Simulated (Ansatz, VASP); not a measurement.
# Two plane-wave programs on TePb

```
Te Pb
1.0
     3.85195    0.00000    0.00000
     0.00000    3.85195    0.00000
     0.00000    0.00000    3.85195
Te Pb
1 1
Direct
  0.50000 0.50000 0.50000
  0.00000 0.00000 0.00000
```

Alike in both runs: task single point; functional r2SCAN; dispersion D3(BJ); k mesh 10 × 10 × 10; occupations gaussian, width 0.05 eV; no spin polarisation.

```csv
,VASP,Ansatz
version,VASP 6.6.1,Ansatz 0.2.0
potentials or method,"VASP PAW PBE potentials, release 64 (Te, Pb_d)","scalar-relativistic, plane waves, PAW"
plane-wave cutoff (eV),520,500
valence electrons in the cell,20,30
```

|  | VASP | Ansatz | Ansatz less VASP |
| --- | --- | --- | --- |
| gap on the k mesh at the Fermi level (eV) | none | none | - |
| pressure (GPa) | 4.3 | 4.3 | -0.02 |

A gap of «none» marks a metal or a gap that the smearing closes. With one functional, cell and mesh, what is left measures potentials, basis and numerics. The two sets of potentials don't hold the same shells in valence. Ansatz warned: «dispersion_damping_borrowed».

Caveats: the PAW data sets were made with another functional, which shifts forces and pressure a little (VASP); pairwise dispersion overbinds metals, which lowers pressure and volume. The runs have no spin-orbit coupling, so splittings on Pb, Te are missing.
